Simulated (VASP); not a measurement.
# ZnO (Pm-3m) in VASP: further runs

Runs on ZnO. Level: PBEsol. Tasks: single point.

Program: VASP 6.6.1. These are calculated values, not measurements. Logs are shortened: lines on timing, memory, paths and dates and some standing lists are left out, and cuts for length are marked.

**1. The crystal as given**

It takes space group Pm-3m (No. 221, cubic). The conventional cell has a = 2.595 Å, b = 2.595 Å, c = 2.595 Å, α = 90.00°, β = 90.00°, γ = 90.00°. Around Zn (site symmetry m-3m) lie 8 O at 2.25 Å. O (site symmetry m-3m) has 8 Zn at 2.25 Å as nearest neighbours.

Measurements of this composition are mostly on another form, of space group No. 186.

**2. Single point, PBEsol**

Input file INCAR:

```
ALGO = Normal
EDIFF = 1E-7
ENCUT = 520
GGA = PS
ISIF = 2
ISMEAR = 0
LASPH = T
LCHARG = T
LELF = T
LREAL = F
LVHAR = T
LWAVE = F
NBANDS = 16
NELM = 80
PREC = Accurate
SIGMA = 0.05
```

Input file KPOINTS:

```
k-points
0
Gamma
  6 6 6
```

Input file POSCAR:

```
ZnO
1.0
    2.5946121097      0.0000000000      0.0000000000
    0.0000000000      2.5946121097      0.0000000000
    0.0000000000      0.0000000000      2.5946121097
Zn O
1 1
Direct
    0.0000000000      0.0000000000      0.0000000000
    0.5000000000      0.5000000000      0.5000000000
```

Potentials or basis: VASP PAW PBE potentials, release 64 (Zn, O).

On the command line:

```console
$ cat potpaw_PBE.64/Zn/POTCAR potpaw_PBE.64/O/POTCAR > POTCAR
$ mpirun -np 1 vasp_std > vasp.out
```

OUTCAR:

```text
EDIFF = 1E-7
   ENCUT = 520
   GGA = PS
   ISIF = 2
   ISMEAR = 0
   LASPH = T
   LREAL = F
   NELM = 80
   PREC = Accurate

 ion  position               nearest neighbor table
   1  0.000  0.000  0.000-   2 2.25   2 2.25   2 2.25   2 2.25   2 2.25   2 2.25   2 2.25   2 2.25

   2  0.500  0.500  0.500-   1 2.25   1 2.25   1 2.25   1 2.25   1 2.25   1 2.25   1 2.25   1 2.25

  LATTYP: Found a simple cubic cell.
 ALAT       =     2.5946121097

  Lattice vectors:

 A1 = (   2.5946121097,   0.0000000000,   0.0000000000)
 A2 = (   0.0000000000,   2.5946121097,   0.0000000000)
 A3 = (   0.0000000000,   0.0000000000,   2.5946121097)

Analysis of symmetry for initial positions (statically):
=====================================================================
 Subroutine PRICEL returns:
 Original cell was already a primitive cell.

 Routine SETGRP: Setting up the symmetry group for a
 simple cubic supercell.

 Subroutine GETGRP returns: Found 48 space group operations
 (whereof 48 operations were pure point group operations)
 out of a pool of 48 trial point group operations.

The static configuration has the point symmetry O_h .

Analysis of symmetry for dynamics (positions and initial velocities):
=====================================================================
 Subroutine PRICEL returns:
 Original cell was already a primitive cell.

 Routine SETGRP: Setting up the symmetry group for a
 simple cubic supercell.

 Subroutine GETGRP returns: Found 48 space group operations
 (whereof 48 operations were pure point group operations)
 out of a pool of 48 trial point group operations.

The dynamic configuration has the point symmetry O_h .

 Subroutine INISYM returns: Found 48 space group operations
 (whereof 48 operations are pure point group operations),
 and found     1 'primitive' translations

----------------------------------------------------------------------------------------

                                     Primitive cell

  volume of cell :      17.4670

  direct lattice vectors                    reciprocal lattice vectors
     2.594612110  0.000000000  0.000000000     0.385414065  0.000000000  0.000000000
     0.000000000  2.594612110  0.000000000     0.000000000  0.385414065  0.000000000
     0.000000000  0.000000000  2.594612110     0.000000000  0.000000000  0.385414065

  length of vectors
     2.594612110  2.594612110  2.594612110     0.385414065  0.385414065  0.385414065

  position of ions in fractional coordinates (direct lattice)
     0.000000000  0.000000000  0.000000000
     0.500000000  0.500000000  0.500000000

  ion indices of the primitive-cell ions
   primitive index   ion index
                 1           1
                 2           2

----------------------------------------------------------------------------------------

 KPOINTS: k-points

Automatic generation of k-mesh.
 Grid dimensions read from file:
 generate k-points for:    6    6    6

 Generating k-lattice:

  Cartesian coordinates                     Fractional coordinates (reciprocal lattice)
     0.064235677  0.000000000  0.000000000     0.166666667  0.000000000  0.000000000
     0.000000000  0.064235677  0.000000000     0.000000000  0.166666667  0.000000000
     0.000000000  0.000000000  0.064235677     0.000000000  0.000000000  0.166666667

  Length of vectors
     0.064235677  0.064235677  0.064235677

  Shift w.r.t. Gamma in fractional coordinates (k-lattice)
     0.000000000  0.000000000  0.000000000

 Subroutine IBZKPT returns following result:
 ===========================================

 Found     20 irreducible k-points:

 Following reciprocal coordinates:
            Coordinates               Weight
  0.000000  0.000000  0.000000      1.000000
  0.166667  0.000000  0.000000      6.000000
  0.333333  0.000000  0.000000      6.000000
  0.500000  0.000000  0.000000      3.000000
  0.166667  0.166667  0.000000     12.000000
  0.333333  0.166667  0.000000     24.000000
[... 12 lines left out ...]
  0.500000  0.500000  0.333333      6.000000
  0.500000  0.500000  0.500000      1.000000
   k-points           NKPTS =     20   k-points in BZ     NKDIM =     20   number of bands    NBANDS=     16
   number of dos      NEDOS =    301   number of ions     NIONS =      2
   total plane-waves  NPLWV =   8000
   dimension x,y,z NGX =    20 NGY =   20 NGZ =   20
   dimension x,y,z NGXF=    40 NGYF=   40 NGZF=   40
   ions per type =               1   1
   NGX,Y,Z   is equivalent  to a cutoff of  12.81, 12.81, 12.81 a.u.
   NGXF,Y,Z  is equivalent  to a cutoff of  25.63, 25.63, 25.63 a.u.
 SYSTEM =  unknown system
   PREC   = accura    normal or accurate (medium, high low for compatibility)
   ISTART =      0    job   : 0-new  1-cont  2-samecut
   ICHARG =      2    charge: 1-file 2-atom 10-const
   ISPIN  =      1    spin polarized calculation?
   LNONCOLLINEAR =      F non collinear calculations
   LSORBIT =      F    spin-orbit coupling
   LASPH  =      T    aspherical Exc in radial PAW
   ENCUT  =  520.0 eV  38.22 Ry    6.18 a.u.   4.82  4.82  4.82*2*pi/ulx,y,z
   NELM   =     80;   NELMIN=  2; NELMDL= -5     # of ELM steps
   EDIFF  = 0.1E-06   stopping-criterion for ELM
   LREAL  =      F    real-space projection
   EDIFFG = 0.1E-05   stopping-criterion for IOM
   NSW    =      0    number of steps for IOM
   IBRION =     -1    ionic relax: 0-MD 1-quasi-New 2-CG
   NFREE  =      0    steps in history (QN), initial steepest desc. (CG)
   ISIF   =      2    stress and relaxation
   ISYM   =      2    0-nonsym 1-usesym 2-fastsym
   POTIM  = 0.5000    time-step for ionic-motion
   TEBEG  =    0.0;   TEEND  =   0.0 temperature during run
   PSTRESS=    0.0 pullay stress
   NELECT =      18.0000    total number of electrons
   NUPDOWN=      -1.0000    fix difference up-down
   EMIN   =  10.00;   EMAX   =-10.00  energy-range for DOS
   EFERMI =   0.00;   METHOD = LEGACY
   ISMEAR =     0;   SIGMA  =   0.05  broadening in eV -4-tet -1-fermi 0-gaus
   EFERMI_NEDOS =   21; number of points for ismear=-14 and -15
   IALGO  =     38    algorithm
   IMIX   =      4    mixing-type and parameters
     AMIX     =   0.40;   BMIX     =  1.00
     AMIX_MAG =   1.60;   BMIX_MAG =  1.00
  volume/ion in A,a.u.               =       8.73        58.94
  Fermi-wavevector in a.u.,A,eV,Ry     =   1.653585  3.124823 37.203006  2.734344
  Thomas-Fermi vector in A             =   2.741998
   LORBIT       =      0    0 simple, 1 ext, 2 COOP (PROOUT), +10 PAW based schemes
   GGA     = PS    functional components
   LHFCALC =     F    Hartree Fock is set to
   AEXX    =    0.0000 exact exchange contribution
   IVDW    =     0    specifies the selected vdW correction
   LEPSILON=     F    determine dielectric tensor
   LRPA    =     F    only Hartree local field effects (RPA)
 non-spin polarized calculation
 Gauss-broadening in eV      SIGMA  =   0.05
  energy-cutoff  :      520.00
  volume of cell :       17.47
 maximum number of plane-waves:       487
 NGX is ok and might be reduce to    20
   NGX =  9   NGY =  9   NGZ =  9

 number of electron      17.9999968 magnetization

 Free energy of the ion-electron system (eV)
  ---------------------------------------------------
  ext. energy  EPLUGINS =         0.00000000
  ---------------------------------------------------
  free energy    TOTEN  =        -8.30728194 eV

  energy without entropy =       -8.30676638  energy(sigma->0) =       -8.30702416

 E-fermi :   4.0873     XC(G=0): -13.3494

 val. band max:        4.0522423037   @ k =   0.5000   0.0000   0.0000
 cond. band min:       5.7755524358   @ k =   0.1667   0.0000   0.0000
 fundamental gap:      1.7233101321
 Fermi energy:         4.0873223708

 k-point     1 :       0.0000    0.0000    0.0000
  band No.  band energies     occupation
      1     -15.3165      2.00000
      2      -2.6841      2.00000
      3      -2.6841      2.00000
      4      -1.3123      2.00000
      5      -1.3123      2.00000
      6      -1.3123      2.00000
[... 8 lines left out ...]
     15      22.7562      0.00000
     16      37.4195      0.00000

 k-point     2 :       0.1667    0.0000    0.0000
  band No.  band energies     occupation
      1     -14.9895      2.00000
      2      -2.7426      2.00000
      3      -2.6390      2.00000
      4      -1.5455      2.00000
      5      -1.5455      2.00000
      6      -1.3013      2.00000
[... 8 lines left out ...]
     15      24.9005      0.00000
     16      31.8789      0.00000

 k-point     3 :       0.3333    0.0000    0.0000
  band No.  band energies     occupation
      1     -14.2161      2.00000
      2      -3.9257      2.00000
      3      -2.5479      2.00000
      4      -1.9318      2.00000
      5      -1.9318      2.00000
      6      -1.2791      2.00000
[... 8 lines left out ...]
     15      27.0611      0.00000
     16      29.6371      0.00000

 k-point     4 :       0.5000    0.0000    0.0000
  band No.  band energies     occupation
      1     -13.7382      2.00000
      2      -4.9026      2.00000
      3      -2.5019      2.00000
      4      -2.0985      2.00000
      5      -2.0985      2.00000
      6      -1.2680      2.00000
[... 8 lines left out ...]
     15      24.5524      0.00000
     16      33.2787      0.00000

 k-point     5 :       0.1667    0.1667    0.0000
  band No.  band energies     occupation
      1     -14.6843      2.00000
      2      -2.7073      2.00000
      3      -2.5712      2.00000
      4      -1.8383      2.00000
      5      -1.5965      2.00000
      6      -1.3990      2.00000
[... 8 lines left out ...]
     15      26.8441      0.00000
     16      29.7903      0.00000

 k-point     6 :       0.3333    0.1667    0.0000
  band No.  band energies     occupation
      1     -13.9726      2.00000
      2      -3.5933      2.00000
      3      -2.4510      2.00000
      4      -1.9980      2.00000
      5      -1.8588      2.00000
      6      -1.3928      2.00000
[... 8 lines left out ...]
     15      28.1166      0.00000
     16      30.9816      0.00000

 k-point     7 :       0.5000    0.1667    0.0000
  band No.  band energies     occupation
      1     -13.5419      2.00000
      2      -4.4052      2.00000
      3      -2.3625      2.00000
      4      -2.1301      2.00000
      5      -1.9949      2.00000
      6      -1.3694      2.00000
[... 8 lines left out ...]
     15      28.0352      0.00000
     16      31.2447      0.00000

 k-point     8 :       0.3333    0.3333    0.0000
  band No.  band energies     occupation
      1     -13.4248      2.00000
      2      -3.1352      2.00000
      3      -2.1773      2.00000
      4      -2.0236      2.00000
      5      -1.7437      2.00000
      6      -1.5736      2.00000
[... 8 lines left out ...]
     15      28.9437      0.00000
     16      29.0892      0.00000

 k-point     9 :       0.5000    0.3333    0.0000
  band No.  band energies     occupation
      1     -13.1096      2.00000
      2      -3.1602      2.00000
      3      -2.0843      2.00000
      4      -2.0374      2.00000
      5      -1.7767      2.00000
      6      -1.5660      2.00000
[... 8 lines left out ...]
     15      28.9846      0.00000
     16      30.9991      0.00000
[... 96 lines left out ...]
 k-point    15 :       0.5000    0.3333    0.1667
  band No.  band energies     occupation
      1     -12.8813      2.00000
      2      -3.1329      2.00000
      3      -2.7172      2.00000
      4      -1.9904      2.00000
      5      -1.6076      2.00000
      6      -1.4134      2.00000
[... 8 lines left out ...]
     15      26.3168      0.00000
     16      28.7863      0.00000

 k-point    16 :       0.5000    0.5000    0.1667
  band No.  band energies     occupation
      1     -12.6247      2.00000
      2      -2.7499      2.00000
      3      -2.7499      2.00000
      4      -2.0341      2.00000
      5      -1.9620      2.00000
      6      -0.9984      2.00000
[... 8 lines left out ...]
     15      26.8671      0.00000
     16      26.8671      0.00000

 k-point    17 :       0.3333    0.3333    0.3333
  band No.  band energies     occupation
      1     -12.6672      2.00000
      2      -3.0655      2.00000
      3      -3.0655      2.00000
      4      -2.0436      2.00000
      5      -1.4916      2.00000
      6      -1.4916      2.00000
[... 8 lines left out ...]
     15      25.3611      0.00000
     16      26.3802      0.00000

 k-point    18 :       0.5000    0.3333    0.3333
  band No.  band energies     occupation
      1     -12.3642      2.00000
      2      -3.3183      2.00000
      3      -3.2559      2.00000
      4      -2.4527      2.00000
      5      -1.4718      2.00000
      6      -1.2349      2.00000
[... 8 lines left out ...]
     15      25.1162      0.00000
     16      26.6260      0.00000

 k-point    19 :       0.5000    0.5000    0.3333
  band No.  band energies     occupation
      1     -12.0645      2.00000
      2      -3.4321      2.00000
      3      -3.4321      2.00000
      4      -3.0470      2.00000
      5      -1.3422      2.00000
      6      -0.9873      2.00000
[... 8 lines left out ...]
     15      26.1926      0.00000
     16      26.1926      0.00000

 k-point    20 :       0.5000    0.5000    0.5000
  band No.  band energies     occupation
      1     -11.7340      2.00000
      2      -3.6624      2.00000
      3      -3.6624      2.00000
      4      -3.6624      2.00000
      5      -0.9817      2.00000
      6      -0.9817      2.00000
[... 8 lines left out ...]
     15      26.0897      0.00000
     16      26.0897      0.00000

------------------------ aborting loop because EDIFF is reached ----------------------------------------

  FORCE on cell =-STRESS in cart. coord.  units (eV):
  Direction    XX          YY          ZZ          XY          YZ          ZX
  --------------------------------------------------------------------------------------
  -------------------------------------------------------------------------------------
  Total        1.4822215      1.4822215      1.4822215      0.0000000     -0.0000000      0.0000000
  in kB      135.9584986    135.9584986    135.9584986      0.0000000     -0.0000000      0.0000000
  external PRESSURE =     135.9584986 kB  Pullay stress =       0.0000000 kB

 VOLUME and BASIS-vectors are now :
 -----------------------------------------------------------------------------
  energy-cutoff  :      520.00
  volume of cell :       17.47
      direct lattice vectors                 reciprocal lattice vectors
     2.594612110  0.000000000  0.000000000     0.385414065  0.000000000  0.000000000
     0.000000000  2.594612110  0.000000000     0.000000000  0.385414065  0.000000000
     0.000000000  0.000000000  2.594612110     0.000000000  0.000000000  0.385414065

 POSITION                                       TOTAL-FORCE (eV/Angst)
 -----------------------------------------------------------------------------------
      0.00000      0.00000      0.00000         0.000000      0.000000      0.000000
      1.29731      1.29731      1.29731         0.000000      0.000000      0.000000
 -----------------------------------------------------------------------------------
    total drift:                                0.000000      0.000000      0.000000

  FREE ENERGIE OF THE ION-ELECTRON SYSTEM (eV)
  ---------------------------------------------------
  free  energy   TOTEN  =        -8.3072819446 eV

  energy  without entropy=       -8.3067663799  energy(sigma->0) =       -8.30702416
```

Run time: 3.4 s. Hardware: 1 thread of Intel Xeon 6975P-C (Granite Rapids), shared host; peak memory 0.12 GiB.

Results:

```
Free energy            : -8.3073 eV
Pressure               : 13.6 GPa
Band gap on the k mesh : none (metal or under the smearing width)
```

Levels at points of the mesh, in eV from the Fermi level:
```tsv
k point	band 5	band 6	band 7	band 8	band 9	band 10	band 11	band 12	band 13	band 14
(0.00, 0.00, 0.00)	-5.40	-5.40	-1.52	-1.52	-1.52	-0.35	14.44	14.44	18.67	18.67
(0.50, 0.00, 0.00)	-6.19	-5.36	-4.56	-0.04	-0.04	5.47	7.28	16.39	16.39	17.36
(0.50, 0.50, 0.00)	-5.69	-5.69	-5.58	-5.09	-0.30	2.84	10.77	10.77	16.50	22.65
(0.50, 0.50, 0.50)	-5.07	-5.07	-1.45	-1.45	-1.45	5.39	5.39	5.39	10.59	22.00
```

Caveat: the k mesh is coarse (spacing up to 0.40 Å⁻¹), so the values aren't converged; the PAW data sets were made with another functional, which shifts forces and pressure a little.

[end of part 1 of 2]
